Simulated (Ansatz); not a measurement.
Geometry optimisation in Ansatz: input, command and trajectory.

```yaml
crystal:
  lattice:
    - [0.0, 2.1069832951, 2.1069832951]
    - [2.1069832951, 0.0, 2.1069832951]
    - [2.1069832951, 2.1069832951, 0.0]
  atoms:
    - { symbol: Mg, position: [0.0, 0.0, 0.0] }
    - { symbol: O, position: [0.5, 0.5, 0.5] }
basis:
  ecutwfc: 420
kpoints:
  mp_grid: { grid: [10, 10, 10] }
hamiltonian:
  xc: pbe
scf:
  occupations: { method: gaussian, width: 0.02 }
output:
  forces: true
  stress: true
  eigenvalues: true
relax:
  adjacent_minimum: "off"
  f_tol: 0.008
  max_steps: 50
  cell: { stress_tol: 0.08, p_target: 3.0 }
```

```bash
ansatz run input.yaml --threads 1 --pin off --max-ram 2560MiB --backend cpu --events-out ev --progress --plain --runs-dir out
```

Method: Ansatz 0.2.0, DFT PBE, scalar-relativistic, plane waves, PAW.

Of 4 frames 4 are shown, positions in Å and forces in eV/Å; the SCF threshold varies from step to step. Steps run on the plane waves of an earlier cell, with a Pulay correction in the pressure. The basis is chosen afresh for the last frame, the zero of the energies, and at times for earlier ones too; energy and pressure step there, also at an unchanged geometry. The relaxation lowers the enthalpy F + PV at the target pressure, so the free energy itself can rise.

```xyz
2
Lattice="0.0000 2.1070 2.1070 2.1070 0.0000 2.1070 2.1070 2.1070 0.0000" Properties=species:S:1:pos:R:3:forces:R:3 pbc="T T T" step=1 free_energy_over_end_meV_per_atom=1.83 pressure_GPa=4.45
Mg    0.0000    0.0000    0.0000    0.0000    0.0000    0.0000
O     2.1070    2.1070    2.1070    0.0000    0.0000    0.0000
2
Lattice="0.0000 2.1097 2.1097 2.1097 0.0000 2.1097 2.1097 2.1097 0.0000" Properties=species:S:1:pos:R:3:forces:R:3 pbc="T T T" step=2 free_energy_over_end_meV_per_atom=1.04 pressure_GPa=3.79
Mg    0.0000    0.0000    0.0000    0.0000    0.0000    0.0000
O     2.1097    2.1097    2.1097    0.0000    0.0000    0.0000
2
Lattice="0.0000 2.1129 2.1129 2.1129 0.0000 2.1129 2.1129 2.1129 0.0000" Properties=species:S:1:pos:R:3:forces:R:3 pbc="T T T" step=3 free_energy_over_end_meV_per_atom=0.29 pressure_GPa=3.01
Mg    0.0000    0.0000    0.0000    0.0000    0.0000    0.0000
O     2.1129    2.1129    2.1129    0.0000    0.0000    0.0000
2
Lattice="0.0000 2.1129 2.1129 2.1129 0.0000 2.1129 2.1129 2.1129 0.0000" Properties=species:S:1:pos:R:3:forces:R:3 pbc="T T T" step=4 free_energy_over_end_meV_per_atom=0.00 pressure_GPa=3.07
Mg    0.0000    0.0000    0.0000    0.0000    0.0000    0.0000
O     2.1129    2.1129    2.1129    0.0000    0.0000    0.0000
```

It took 2.4 s on 1 thread of Intel(R) Xeon(R) Platinum 8488C (Sapphire Rapids), with other jobs on the host, peak memory 0.34 GiB.